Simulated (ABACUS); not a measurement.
Write the native input for ABACUS 3.10.1 that does the following.

| Item | Value |
| --- | --- |
| Task | band structure |
| Functional | SCAN |
| Potentials or basis | SG15 ONCV 1.2 PBE |
| Cutoff | 1361 eV |
| Density cutoff | 5442 eV |
| Basis | DZP LCAO (the cutoffs set its grid) |
| Occupations | fermi-dirac, width 0.05 eV |
| Spin | no spin polarisation |
| Orbital files | Ir Ir_confined-atom_7au_3s2p2d1f.orb |
| Radial cutoff of the potentials (pseudo_rcut) | 10 bohr |
| Density | read from an earlier self-consistent run |
| Path | G-X-W-K-G-L-U-W-L-K, U-X |
| Points for each segment of the path | 10 |
| SCF threshold on the density | 1e-07 |
| Max SCF steps | 100 |
| Eigensolver | genelpa |
| Mixing | broyden |
| Mixing share | 0.7 |
| Symmetry key | -1 |

Ir:

```
Ir
1.0
     0.00000    1.91560    1.91560
     1.91560    0.00000    1.91560
     1.91560    1.91560    0.00000
Ir
1
Direct
  0.00000 0.00000 0.00000
```

One way to write it, as run:

INPUT

```
INPUT_PARAMETERS
suffix              Ir
calculation         nscf
basis_type          lcao
pseudo_dir          ./
orbital_dir         ./
symmetry            -1
dft_functional      scan
ecutwfc             100.0
pseudo_rcut         10
nspin               1
nbands              19
ks_solver           genelpa
smearing_method     fd
smearing_sigma      0.00367493
scf_thr             1e-07
scf_nmax            100
mixing_type         broyden
mixing_beta         0.7
mixing_tau          1
init_chg            file
out_band            1
```

STRU

```
ATOMIC_SPECIES
Ir 192.2170 Ir_ONCV_PBE-1.2.upf

NUMERICAL_ORBITAL
Ir_confined-atom_7au_3s2p2d1f.orb

LATTICE_CONSTANT
1.8897261246

LATTICE_VECTORS
0.0000000000 1.9156000000 1.9156000000
1.9156000000 0.0000000000 1.9156000000
1.9156000000 1.9156000000 0.0000000000

ATOMIC_POSITIONS
Direct

Ir
0.0
1
0.0000000000 0.0000000000 0.0000000000 1 1 1
```

KPT

```
K_POINTS
12
Line
0.00000000 0.00000000 0.00000000 10 // G
0.50000000 0.00000000 0.50000000 10 // X
0.50000000 0.25000000 0.75000000 10 // W
0.37500000 0.37500000 0.75000000 10 // K
0.00000000 0.00000000 0.00000000 10 // G
0.50000000 0.50000000 0.50000000 10 // L
0.62500000 0.25000000 0.62500000 10 // U
0.50000000 0.25000000 0.75000000 10 // W
0.50000000 0.50000000 0.50000000 10 // L
0.37500000 0.37500000 0.75000000 1 // K
0.62500000 0.25000000 0.62500000 10 // U
0.50000000 0.00000000 0.50000000 1 // X
```

Potentials or basis: SG15 ONCV 1.2 PBE, DZP LCAO (the cutoffs set its grid).

Command:

```console
$ OMP_NUM_THREADS=1 mpirun -np 4 abacus > log
```

Run time: 0.81 s on 4 MPI ranks on AMD EPYC 9R45 96-Core Processor (Zen 5) (shared host), peak memory 0.36 GiB a rank.
